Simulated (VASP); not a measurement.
# ScAlN2 (I4_1/amd) in VASP: notebook, part 3 of 3

VASP 6.6.1.

## 6. Single point, PBE

Input file INCAR:

```
SYSTEM = ScAlN2
PREC = Accurate ; ENCUT = 460
EDIFF = 0.001 ; ISMEAR = 0
SIGMA = 0.05 ; LREAL = .False.
LASPH = .True. ; NELM = 100
ALGO = Normal ; ISIF = 2
LWAVE = .False. ; LCHARG = .False.
GGA = PE ; NBANDS = 34
ADDGRID = .False.
```

Input file KPOINTS:

```
regular mesh
0
Gamma
  4 4 4
  0 0 0
```

Input file POSCAR:

```
ScAlN2
1.0
   -2.1994840000      2.1994840000      4.1986215000
    2.1994840000     -2.1994840000      4.1986215000
    2.1994840000      2.1994840000     -4.1986215000
Sc Al N
2 2 4
Direct
    0.0000000000      0.0000000000      0.0000000000
    0.7500000000      0.2500000000      0.5000000000
    0.5000000000      0.5000000000      0.0000000000
    0.2500000000      0.7500000000      0.5000000000
    0.7375140000      0.7375140000      0.0000000000
    0.0124860000      0.5124860000      0.5000000000
    0.2624860000      0.2624860000      0.0000000000
    0.4875140000      0.9875140000      0.5000000000
```

Potentials or basis: VASP PAW PBE potentials, release 64 (Sc_sv, Al, N).

Command:

```bash
$ cat potpaw_PBE.64/Sc_sv/POTCAR potpaw_PBE.64/Al/POTCAR potpaw_PBE.64/N/POTCAR > POTCAR
$ mpirun -np 1 vasp_std > vasp.out
```

OUTCAR:

```text
SYSTEM = ScAlN2
   PREC = Accurate
   ENCUT = 460
   EDIFF = 0.001
   ISMEAR = 0
   LREAL = .False.
   LASPH = .True.
   NELM = 100
   ISIF = 2
   GGA = PE

 Found     13 irreducible k-points:

 Following reciprocal coordinates:
            Coordinates               Weight
  0.000000  0.000000  0.000000      1.000000
  0.250000  0.000000  0.000000      8.000000
  0.500000  0.000000  0.000000      4.000000
  0.250000  0.250000  0.000000      8.000000
  0.500000  0.250000  0.000000     16.000000
 -0.250000  0.250000  0.000000      4.000000
   k-points           NKPTS =     13   k-points in BZ     NKDIM =     13   number of bands    NBANDS=     34
   number of dos      NEDOS =    301   number of ions     NIONS =      8
   total plane-waves  NPLWV =  64000
   dimension x,y,z NGX =    40 NGY =   40 NGZ =   40
   dimension x,y,z NGXF=    80 NGYF=   80 NGZF=   80
   ions per type =               2   2   4
   NGX,Y,Z   is equivalent  to a cutoff of  12.73, 12.73, 12.73 a.u.
   NGXF,Y,Z  is equivalent  to a cutoff of  25.45, 25.45, 25.45 a.u.
 SYSTEM =  ScAlN2
   PREC   = accura    normal or accurate (medium, high low for compatibility)
[... 66 lines left out ...]
  band No.  band energies     occupation
      1     -40.9308      2.00000
      2     -40.8247      2.00000
      3     -19.8325      2.00000
      4     -19.6800      2.00000
      5     -19.6800      2.00000
      6     -19.5228      2.00000
[... 211 lines left out ...]
     33      13.7255      0.00000
     34      14.0591      0.00000

 [... further k-points ...]

------------------------ aborting loop because EDIFF is reached ----------------------------------------

  FORCE on cell =-STRESS in cart. coord.  units (eV):
  Direction    XX          YY          ZZ          XY          YZ          ZX
  --------------------------------------------------------------------------------------
  -------------------------------------------------------------------------------------
  Total       -0.1896152     -0.1896152     -0.1894431      0.0000000     -0.0000000      0.0000000
  in kB       -3.7391722     -3.7391722     -3.7357778      0.0000000     -0.0000000      0.0000000
  external PRESSURE =      -3.7380407 kB  Pullay stress =       0.0000000 kB

 VOLUME and BASIS-vectors are now :
 -----------------------------------------------------------------------------
  energy-cutoff  :      460.00
  volume of cell :       81.25
      direct lattice vectors                 reciprocal lattice vectors
    -2.199484000  2.199484000  4.198621500     0.000000000  0.227326046  0.119086705
     2.199484000 -2.199484000  4.198621500     0.227326046  0.000000000  0.119086705
     2.199484000  2.199484000 -4.198621500     0.227326046  0.227326046  0.000000000

 POSITION                                       TOTAL-FORCE (eV/Angst)
 -----------------------------------------------------------------------------------
      0.00000      0.00000      0.00000         0.000000      0.000000     -0.000000
      0.00000      2.19948      2.09931         0.000000      0.000000     -0.000000
      0.00000      0.00000      4.19862         0.000000      0.000000     -0.000000
      2.19948      0.00000      2.09931         0.000000      0.000000     -0.000000
      0.00000      0.00000      6.19308        -0.000000      0.000000     -0.004249
      2.19948      0.00000      0.10485         0.000000     -0.000000      0.004249
      0.00000      0.00000      2.20416        -0.000000      0.000000      0.004249
      2.19948      0.00000      4.09377         0.000000     -0.000000     -0.004249
 -----------------------------------------------------------------------------------
    total drift:                               -0.000000      0.000000     -0.000000

  FREE ENERGIE OF THE ION-ELECTRON SYSTEM (eV)
  ---------------------------------------------------
  free  energy   TOTEN  =       -64.8541319234 eV

  energy  without entropy=      -64.8541319234  energy(sigma->0) =      -64.85413192
```

OSZICAR:

```text
N       E                     dE             d eps       ncg     rms          rms(c)
DAV:   1     0.570279193720E+03    0.57028E+03   -0.19498E+04   884   0.135E+03
DAV:   2     0.150452265317E+02   -0.55523E+03   -0.53490E+03   892   0.479E+02
DAV:   3    -0.733533308616E+02   -0.88399E+02   -0.81712E+02  1494   0.161E+02
DAV:   4    -0.776483469150E+02   -0.42950E+01   -0.42681E+01  1448   0.418E+01
DAV:   5    -0.777024251241E+02   -0.54078E-01   -0.54010E-01  1424   0.590E+00    0.240E+01
DAV:   6    -0.647788288116E+02    0.12924E+02   -0.56722E+01  1374   0.507E+01    0.936E+00
DAV:   7    -0.649704183620E+02   -0.19159E+00   -0.39488E+00  1440   0.126E+01    0.671E+00
DAV:   8    -0.648820259352E+02    0.88392E-01   -0.73359E-01  1332   0.503E+00    0.107E+00
DAV:   9    -0.648582651720E+02    0.23761E-01   -0.61572E-02  1320   0.131E+00    0.738E-01
DAV:  10    -0.648540004342E+02    0.42647E-02   -0.22061E-02  1382   0.114E+00    0.160E-01
DAV:  11    -0.648541319234E+02   -0.13149E-03   -0.13079E-03   720   0.325E-01
   1 F= -.64854132E+02 E0= -.64854132E+02  d E =-.213514E-22
```

stdout:

```text
POSCAR found type information on POSCAR ScAlN
 POSCAR found :  3 types and       8 ions
 scaLAPACK will be used
 LDA part: xc-table for (Slater+PW92), standard interpolation
 POSCAR, INCAR and KPOINTS ok, starting setup
 FFT: planning ... GRIDC
 FFT: planning ... GRID_SOFT
 FFT: planning ... GRID
 WAVECAR not read
 entering main loop
```

Run time: 17 s. Hardware: 1 thread of Intel Xeon 6975P-C (Granite Rapids), shared host; peak memory 0.24 GiB.

The run converged, but some of its settings lie outside the range that counts as converged, so its numbers aren't taken as properties of the crystal.

What came out:

```
Free energy            : -64.8541 eV
Pressure               : -0.4 GPa
Largest force          : 0.004 eV/Å
Band gap on the k mesh : 0.94 eV, indirect (least direct gap 1.04 eV)
```

Caveat: the k mesh is coarse (spacing up to 0.50 Å⁻¹), so the values aren't converged; the cutoff is under 1.25 times the usual one of these potentials, so pressure, stress and relaxed cells hold a basis-set (Pulay) error.

## 7. For comparison

An earlier run on the cell as given: functional PBE; potentials or basis VASP PAW PBE potentials, release 64 (Sc_sv, Al, N); cutoff 520 eV; k mesh 9 × 9 × 9; occupations fermi-dirac, width 0.05 eV; no spin polarisation.

* Pressure: 0.0 GPa
* Band gap on the k mesh: 1.00 eV, indirect (least direct gap 1.05 eV)
